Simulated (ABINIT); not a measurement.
A calculation with ABINIT 10.8.3 (patched build) of InSe (ASE script, structure from a P1 CIF):

File run.py:

```python
import json, os
import numpy as np
from ase.units import GPa
from ase.calculators.abinit import Abinit, AbinitProfile
from ase.io import read

atoms = read('InSe.cif')

profile = AbinitProfile(command='mpirun --bind-to none -np 4 abinit', pp_paths=[os.path.abspath('pseudos')])
params = dict(
    pps='pawxml', xc='PBE',
    ecut=598.6505,
    pawecutdg=1197.301,
    pawxcdev=0,
    kptopt=1,
    ngkpt=[8, 8, 2],
    nshiftk=1,
    shiftk=[0.0, 0.0, 0.0],
    ixc=11,
    nband=46,
    occopt=3,
    tsmear=0.05,
    nstep=100,
    tolvrs=1e-09,
    prtwf=0,
    prtden=0,
)

atoms.calc = Abinit(profile=profile, directory='run', **params)
energy = atoms.get_potential_energy()
forces = atoms.get_forces()
stress = atoms.get_stress()
print(f'energy {energy:.6f} eV')
print('forces (eV/A)')
print(np.round(forces, 5))
print('stress (GPa, Voigt, tension positive)', np.round(stress / GPa, 4))
json.dump(dict(energy=energy, forces=forces.tolist(), stress=stress.tolist(), cell=atoms.cell.tolist(), frac=atoms.get_scaled_positions(wrap=False).tolist()), open('results.json', 'w'))
```

InSe.cif

```cif
data_InSe
_cell_length_a 4.05000000
_cell_length_b 4.05000000
_cell_length_c 16.93000000
_cell_angle_alpha 90.00000000
_cell_angle_beta 90.00000000
_cell_angle_gamma 120.00000000
_space_group_name_H-M_alt 'P1'
_space_group_name_Hall 'P 1'
_space_group_IT_number 1
loop_
_space_group_symop_operation_xyz
'x,y,z'
loop_
_atom_site_label
_atom_site_type_symbol
_atom_site_symmetry_multiplicity
_atom_site_Wyckoff_symbol
_atom_site_fract_x
_atom_site_fract_y
_atom_site_fract_z
_atom_site_occupancy
In1 In 1 a 0.6666666667 0.3333333333 0.8430000000 1
In2 In 1 a 0.3333333333 0.6666666667 0.3430000000 1
In3 In 1 a 0.6666666667 0.3333333333 0.6570000000 1
In4 In 1 a 0.3333333333 0.6666666667 0.1570000000 1
Se1 Se 1 a 0.6666666667 0.3333333333 0.3980000000 1
Se2 Se 1 a 0.3333333333 0.6666666667 0.8980000000 1
Se3 Se 1 a 0.6666666667 0.3333333333 0.1020000000 1
Se4 Se 1 a 0.3333333333 0.6666666667 0.6020000000 1
```

Potentials or basis: JTH PAW PBE v2.0.

Launch:

```console
$ python run.py
```

**Question.** Write the same calculation in another form: native input, structure from a POSCAR.

**Answer.** As run:

Contents of run.abi:

```
pp_dirpath "./"
pseudos "In.GGA_PBE-JTH.xml, Se.GGA_PBE-JTH.xml"

structure "poscar:POSCAR"
natom 8

ecut 22.0
pawecutdg 44.0
pawxcdev 0

kptopt 1
ngkpt 8 8 2
nshiftk 1
shiftk 0.0 0.0 0.0

ixc 11

nband 46
occopt 3
tsmear 0.05 eV

nstep 100
tolvrs 1.0e-9

iomode 3
prtwf 0
prtden 0
prteig 0
prtebands 0
enunit 1
```

Contents of POSCAR:

```
InSe
1.0
    4.0500000000      0.0000000000      0.0000000000
   -2.0250000000      3.5074028853      0.0000000000
    0.0000000000      0.0000000000     16.9300000000
In Se
4 4
Direct
    0.6666666667      0.3333333333      0.8430000000  In
    0.3333333333      0.6666666667      0.3430000000  In
    0.6666666667      0.3333333333      0.6570000000  In
    0.3333333333      0.6666666667      0.1570000000  In
    0.6666666667      0.3333333333      0.3980000000  Se
    0.3333333333      0.6666666667      0.8980000000  Se
    0.6666666667      0.3333333333      0.1020000000  Se
    0.3333333333      0.6666666667      0.6020000000  Se
```

Potentials or basis: JTH PAW PBE v2.0.

Launch:

```console
$ mpirun --bind-to none -np 4 abinit run.abi > log 2>&1
```

Both were run:

|  | ASE script, structure from a P1 CIF | native input, structure from a POSCAR |
| --- | --- | --- |
| Pressure | 7.6 GPa | 7.6 GPa |
| Largest force | 2.879 eV/Å | 2.879 eV/Å |
| Band gap on the k mesh | none (metal or under the smearing width) | none (metal or under the smearing width) |
| Valence electrons inside the program's atomic spheres | In 11.24; Se 4.03 | In 11.24; Se 4.03 |

Keys that steer only the numerical path or the files written may differ.

Caveat: this functional lacks dispersion, which binds the layers, so the pressure and a relaxed spacing across them are unreliable; forces of over 1 eV/Å show positions far from the minimum, so gaps and moduli don't describe the material at rest.
